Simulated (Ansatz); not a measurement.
# HfO2 (P2_1/c) in Ansatz: single point with PBE

Aim: the single point of HfO2 with PBE.

All numbers are computed with Ansatz 0.2.0; they aren't measurements. Logs are shortened: lines on timing, memory, paths and dates and some standing lists are left out, and cuts for length are marked.

## 1. The cell of the first run

It takes space group P2_1/c (No. 14, monoclinic). The conventional cell has a = 5.220 Å, b = 5.289 Å, c = 5.287 Å, α = 90.00°, β = 99.54°, γ = 90.00°. Around Hf (site symmetry 1) lie 7 O at 2.07 to 2.27 Å. O (site symmetry 1) is surrounded by 3 Hf at 2.07 to 2.13 Å. Around O (site symmetry 1) lie 4 Hf at 2.16 to 2.27 Å.

## 2. Single point, PBE (strained by +2 %)

input.yaml reads:

```yaml
crystal:
  lattice:
    - [5.22036, 0.0, 0.0]
    - [0.0, 5.289414, 0.0]
    - [-0.875836321, 0.0, 5.2138671406]
  atoms:
    - { symbol: Hf, position: [0.2755, 0.4603, 0.708] }
    - { symbol: Hf, position: [0.7245, 0.9603, 0.792] }
    - { symbol: Hf, position: [0.7245, 0.5397, 0.292] }
    - { symbol: Hf, position: [0.2755, 0.0397, 0.208] }
    - { symbol: O, position: [0.0742, 0.1684, 0.8467] }
    - { symbol: O, position: [0.9258, 0.6684, 0.6533] }
    - { symbol: O, position: [0.9258, 0.8316, 0.1533] }
    - { symbol: O, position: [0.0742, 0.3316, 0.3467] }
    - { symbol: O, position: [0.4487, 0.7419, 0.9801] }
    - { symbol: O, position: [0.5513, 0.2419, 0.5199] }
    - { symbol: O, position: [0.5513, 0.2581, 0.0199] }
    - { symbol: O, position: [0.4487, 0.7581, 0.4801] }
hamiltonian:
  xc: pbe
  pseudopotentials: { kind: paw }
kpoints:
  mp_grid: { grid: [4, 4, 4] }
scf:
  occupations: { method: fermi_dirac, width: 0.05 }
output:
  forces: true
  stress: true
  eigenvalues: true
```

Potentials or basis: Ansatz PAW.

The run is started by

```console
$ ansatz run input.yaml --threads 4 --pin off --max-ram 11264MiB --backend cpu --events-out ev --progress --plain --runs-dir out
```

The program printed:

```text
Warning: RAYON_NUM_THREADS=4 ignored (pool sized by the plan → 4); use --threads N
Engine: ansatz 0.2.0, aarch64-unknown-linux-gnu
Pseudopotentials: kind: paw
Pseudopotential: Hf, paw, valence charge 26, recommended cutoff 420 eV (normal), Hf.paw.azcp
Pseudopotential: O, paw, valence charge 6, recommended cutoff 420 eV (normal), O.paw.azcp
Functional definition: PBE
  parameter kappa = 0.804
  parameter beta = 0.06672455060314922
  exchange = pbe_x(kappa = kappa, mu = beta*pi^2/3)
  correlation = pbe_c(beta = beta)
Crystal: 12 atoms, lattice volume = 143.969 Å³
Basis set: ecut = 420 eV, 2823 PW (Γ), exchange–correlation on 72×72×72 points (8 copies of the dense FFT grid, shifted against one another)
Bands: 92, of which v1, the nominal top of the filled ones, is band 76 counted from 1 (75 counted from 0)
Symmetry: 4 space group operations
Space group: P21/c (ITA 14), of the structure as read, at distance tolerance 5.2e-5 Å
k-points: 30 of 64
Non-local potential: Hf, projectors of the file, l = 0: 3, l = 1: 2, l = 2: 2, l = 3: 3
Non-local potential: O, projectors of the file, l = 0: 2, l = 1: 2, l = 2: 1
PAW form: soft (Blöchl's): semilocal exchange-correlation on the pseudo side does not see the compensation charge
PAW one-centre angular grid: Hf, 590 points (default); XC on 64 Gauss nodes
PAW one-centre angular grid: O, 110 points (default); XC on 64 Gauss nodes
Initial density: superposition of atomic densities (neutral atoms: chi_scale 0, normalization atom), corrected by the library's trained network
Initial wavefunctions: pseudopotential atomic-orbital guess
Functional: x = pbe(κ = 0.804, μ = 0.2195149727645171), c = pbe(β = 0.06672455060314922)
SCF iter   1: F=—  HF=-67446.618690 eV  |F-HF|=—  |Δ(HF+E_count)|=         —  Δρ=2.80e-3  dr2=5.14e-3  ethr=1.77e-3  ⟨swp⟩=5.1  Hψ=8597  notcnv=0  defer=71
preconditioner: auto → Resta (q_TF=auto, 2.753 Å⁻¹)  ε∞=5.2  [insulator: Δε(μ)=3.999 eV  Ē_g=18.016 eV  σ=0.050 eV  W_gap=1.00  n_scr=52 (ndim 8)  ℏωp=37.1 eV  f_vac=0.084  D(μ)=0.00/eV (n_scr^D=0)  ε∞_Penn≈5.2]
SCF iter   2: F=—  HF=-67446.620089 eV  |F-HF|=—  |Δ(HF+E_count)|=   1.40e-3  Δρ=1.43e-3  dr2=1.09e-3  ethr=3.38e-6  ⟨swp⟩=2.0  Hψ=5233  notcnv=0  defer=80
SCF iter   3: F=—  HF=-67446.620801 eV  |F-HF|=—  |Δ(HF+E_count)|=   7.13e-4  Δρ=5.74e-4  dr2=2.79e-4  ethr=7.14e-7  ⟨swp⟩=2.0  Hψ=4142  notcnv=0  defer=1
automatic band count: iteration 3 solves 88 bands in place of 92: the levels show a gap, and the empty bands left out lie too high to hold charge; the band table lists the bands solved (type scf.n_extra_bands for more)
SCF iter   4: F=—  HF=-67446.620980 eV  |F-HF|=—  |Δ(HF+E_count)|=   1.79e-4  Δρ=1.09e-4  dr2=1.65e-5  ethr=1.84e-7  ⟨swp⟩=2.0  Hψ=4260  notcnv=0  defer=1
SCF iter   5: F=—  HF=-67446.620992 eV  |F-HF|=—  |Δ(HF+E_count)|=   1.21e-5  Δρ=6.93e-5  dr2=6.40e-6  ethr=1.08e-8  ⟨swp⟩=2.0  Hψ=4319  notcnv=0  defer=1
SCF iter   6: F=—  HF=-67446.620992 eV  |F-HF|=—  |Δ(HF+E_count)|=   3.33e-7  Δρ=2.31e-5  dr2=7.29e-7  ethr=4.21e-9  ⟨swp⟩=2.0  Hψ=4260  notcnv=0  defer=1
SCF iter   7: F=—  HF=-67446.620993 eV  |F-HF|=—  |Δ(HF+E_count)|=   2.38e-7  Δρ=6.78e-6  dr2=6.80e-8  ethr=6.58e-11  ⟨swp⟩=7.5  Hψ=12793  notcnv=0
SCF iter   8: F=-67446.620993 eV  HF=-67446.620993 eV  |F-HF|=1.53e-8  |Δ(HF+E_count)|=   5.57e-8  Δρ=4.45e-6  dr2=3.27e-8  ethr=4.47e-11  ⟨swp⟩=5.0  Hψ=9664  notcnv=0
SCF 1 converged in 8 iterations: F = -67446.620993 eV  dr2 = 3.27e-8
SCF converged after 8 iterations
Free energy (F): -67446.620993 eV
Harris-Foulkes:  -67446.620993 eV  (|F-HF|=1.53e-8)
Internal energy: -67446.620993 eV  (E = F + TS)
E sigma→0 (E₀):  -67446.620993 eV
Fermi energy:    15.478773 eV
--- Per-component energies (eV) ---
  E_band       = -110.068332
  E_kinetic    = 3077.597346
  E_local      = -25040.515355  (includes V_loc(G=0)·N_el)
  E_nonlocal   = -4589.383250
  E_hartree    = 11419.414406
  E_xc         = -1788.229680
  E_vxc        = -1815.252156  (∫ρ·V_xc dr)
  E_paw        = -28971.190886  (= ΣΔE_a)
  E_vpaw       = 5418.661527  (= ΣTr[D̂ρ^β])
  E_aug_tail   = 0.019812  (compensation charges beyond the density's cutoff)
  E_ewald      = -21554.333386
  E_smearing   = -0.000000  (= −TS)
  E_closure    = -0.000000  (closes the sum)
  Σ components = -67446.620993   (vs F -67446.620993, Δ=0.00e0)
--- Forces (eV/Å), atoms counted from 1 ---
  atom   1  Hf    -0.06826837    -0.12022461    -0.02233252
  atom   2  Hf     0.06826837    -0.12022461     0.02233252
  atom   3  Hf     0.06826837     0.12022461     0.02233252
  atom   4  Hf    -0.06826837     0.12022461    -0.02233252
  atom   5  O     -0.33780328    -0.16457915    -0.12118188
  atom   6  O      0.33780328    -0.16457915     0.12118188
  atom   7  O      0.33780328     0.16457915     0.12118188
  atom   8  O     -0.33780328     0.16457915    -0.12118188
  atom   9  O      0.04710720     0.06111764    -0.05814677
  atom  10  O     -0.04710720     0.06111764     0.05814677
  atom  11  O     -0.04710720    -0.06111764     0.05814677
  atom  12  O      0.04710720    -0.06111764    -0.05814677
  max |Σ_I F_I| component: 4.86e-17 eV/Å
--- Stress (GPa, compression-positive) ---
       -5.214440       0.000000      -0.455879
        0.000000      -6.204902       0.000000
       -0.455879       0.000000       0.653069
  P = ⅓ Tr σ = -3.5888 GPa (-35.888 kbar)
--- Band table (eV; the first three rows and the last of 30) ---
  k-point 0: bands = ["-47.1208", "-47.1052", "-47.1024", "-47.1008", "-16.1140", "-16.1000", "-16.0616", "-15.9174", "-15.8580", "-15.8110", "-15.8006", "-15.7714", "-15.7486", "-15.7308", "-15.6872", "-15.6444", "-4.4737", "-3.2424", "-3.0697", "-3.0498", "-2.6076", "-2.5696", "-2.5596", "-2.4553", "2.9823", "2.9884", "2.9918", "2.9929", "2.9976", "2.9992", "3.0021", "3.0030", "3.0067", "3.0075", "3.0076", "3.0122", "3.0144", "3.0158", "3.0209", "3.0261", "3.0284", "3.0295", "3.0322", "3.0324", "3.0349", "3.0423", "3.0492", "3.0556", "3.0642", "3.0695", "3.0801", "3.1216", "8.1387", "8.2516", "8.6974", "8.9585", "9.0320", "9.3980", "10.1242", "10.4316", "10.5142", "10.7505", "10.8101", "10.8891", "11.4566", "11.6000", "11.6727", "11.6761", "11.9097", "12.4030", "12.4183", "12.4800", "12.8599", "12.9682", "13.2411", "13.4722", "17.8398", "18.3179", "18.5509", "18.7934", "18.8924", "19.0674", "19.4201", "19.6225", "19.7349", "19.8480", "20.4030", "20.4924"]
  k-point 1: bands = ["-47.1182", "-47.1067", "-47.1025", "-47.1019", "-16.0779", "-16.0481", "-16.0397", "-15.9447", "-15.8816", "-15.8123", "-15.7993", "-15.7958", "-15.7388", "-15.7335", "-15.6961", "-15.6899", "-4.2507", "-3.1794", "-3.1774", "-3.0440", "-2.7135", "-2.6265", "-2.5934", "-2.4856", "2.9809", "2.9836", "2.9937", "2.9952", "2.9955", "2.9991", "3.0031", "3.0047", "3.0056", "3.0074", "3.0106", "3.0117", "3.0140", "3.0164", "3.0212", "3.0223", "3.0235", "3.0318", "3.0320", "3.0362", "3.0404", "3.0424", "3.0523", "3.0536", "3.0620", "3.0684", "3.0767", "3.1077", "8.3217", "8.5591", "9.0356", "9.0861", "9.2954", "9.5558", "9.8661", "10.2240", "10.2616", "10.6503", "10.9141", "10.9712", "11.2446", "11.5048", "11.5932", "11.8245", "11.9756", "12.0665", "12.1834", "12.5564", "12.6207", "12.7876", "13.0679", "13.2529", "17.9224", "18.2528", "18.3241", "18.7491", "19.1375", "19.2736", "19.6900", "19.8133", "19.9691", "20.0362", "20.1409", "20.4800"]
  k-point 2: bands = ["-47.1121", "-47.1121", "-47.1025", "-47.1025", "-15.9981", "-15.9981", "-15.9840", "-15.9840", "-15.9108", "-15.9108", "-15.7752", "-15.7752", "-15.7520", "-15.7520", "-15.7151", "-15.7151", "-3.7018", "-3.7018", "-3.0586", "-3.0586", "-2.7136", "-2.7136", "-2.5822", "-2.5822", "2.9799", "2.9799", "2.9952", "2.9952", "2.9990", "2.9990", "3.0034", "3.0034", "3.0066", "3.0066", "3.0105", "3.0105", "3.0150", "3.0150", "3.0192", "3.0192", "3.0271", "3.0271", "3.0333", "3.0333", "3.0453", "3.0453", "3.0607", "3.0607", "3.0647", "3.0647", "3.0779", "3.0779", "8.8356", "8.8356", "9.3377", "9.3377", "9.4028", "9.4028", "10.0141", "10.0141", "10.4095", "10.4095", "10.7354", "10.7354", "11.1490", "11.1490", "11.6183", "11.6183", "11.9028", "11.9028", "12.4739", "12.4739", "12.5565", "12.5565", "12.9366", "12.9366", "18.0643", "18.0643", "18.4478", "18.4478", "19.3738", "19.3738", "19.8886", "19.8886", "20.0062", "20.0062", "20.7226", "20.7226"]
  k-point 29: bands = ["-47.1099", "-47.1099", "-47.1047", "-47.1047", "-16.0968", "-16.0968", "-16.0733", "-16.0733", "-15.8040", "-15.8040", "-15.7389", "-15.7389", "-15.7368", "-15.7368", "-15.6796", "-15.6796", "-3.6463", "-3.6463", "-3.3421", "-3.3421", "-2.5491", "-2.5491", "-2.5113", "-2.5113", "2.9870", "2.9870", "2.9921", "2.9921", "3.0006", "3.0006", "3.0023", "3.0023", "3.0112", "3.0112", "3.0114", "3.0114", "3.0163", "3.0163", "3.0236", "3.0236", "3.0247", "3.0247", "3.0283", "3.0283", "3.0397", "3.0397", "3.0523", "3.0523", "3.0622", "3.0622", "3.0820", "3.0820", "9.0286", "9.0286", "9.3057", "9.3057", "9.6765", "9.6765", "10.0052", "10.0052", "10.7120", "10.7120", "10.7825", "10.7825", "11.1451", "11.1451", "11.2191", "11.2191", "11.9263", "11.9263", "12.3016", "12.3016", "12.3992", "12.3992", "12.7216", "12.7216", "17.8921", "17.8921", "18.6041", "18.6041", "18.8971", "18.8971", "19.3342", "19.3342", "20.0807", "20.0807", "20.2127", "20.2127"]
```

Run time: 7.9 s. Hardware: 4 threads of Arm Neoverse V1, shared host; peak memory 0.73 GiB.

Results:

```
Free energy            : -67446.6210 eV
Pressure               : -3.6 GPa
Largest force          : 0.395 eV/Å
Band gap on the k mesh : 3.98 eV, indirect (least direct gap 4.08 eV)
```

Forces in eV/Å, atoms in the order of the input:
```
Hf  -0.068 -0.120 -0.022
Hf   0.068 -0.120  0.022
Hf   0.068  0.120  0.022
Hf  -0.068  0.120 -0.022
O   -0.338 -0.165 -0.121
O    0.338 -0.165  0.121
O    0.338  0.165  0.121
O   -0.338  0.165 -0.121
O    0.047  0.061 -0.058
O   -0.047  0.061  0.058
O   -0.047 -0.061  0.058
O    0.047 -0.061 -0.058
```

Stress tensor (GPa, compression positive):
```
-5.21  0.00 -0.46
 0.00 -6.20  0.00
-0.46  0.00  0.65
```

Caveat: the pressure holds a Pulay correction of +0.8 GPa for the finite cutoff; spin-orbit coupling is left out, which moves the levels of the heavy elements.
